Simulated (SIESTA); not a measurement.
Au:

```
Au
1.0
     0.00000    2.03500    2.03500
     2.03500    0.00000    2.03500
     2.03500    2.03500    0.00000
Au
1
Direct
  0.00000 0.00000 0.00000
```

Base run:

- Program: SIESTA 5.4.2
- Functional: BLYP
- Potentials or basis: PseudoDojo 0.4 standard (PBE files)
- Basis: DZP (energy shift 0.003 Ry; two zetas on semicore shells)
- Grid cutoff: 800 Ry
- Energy shift: 0.003 Ry
- k mesh: 11 × 11 × 11
- Occupations: fermi-dirac, width 0.05 eV
- Spin: no spin polarisation

Its results: band gap on the k mesh none (metal or under the smearing width); pressure 23.8 GPa.

Question: The run is repeated on the same cell with these changes: functional from BLYP to RPBE. What comes out?

Answer: Band gap on the k mesh none (metal or under the smearing width); pressure 16.3 GPa.

Caveats: short orbitals over semicore shells can move pressures by several GPa; so large a pressure means that the cell lies far from this level's equilibrium, or that cutoff or potentials fall short; the potentials were made for another functional, which shifts forces and pressure; spin-orbit coupling is left out, which moves the levels of the heavy elements; the basis of atomic orbitals isn't converged, which shifts pressures, moduli and gaps.
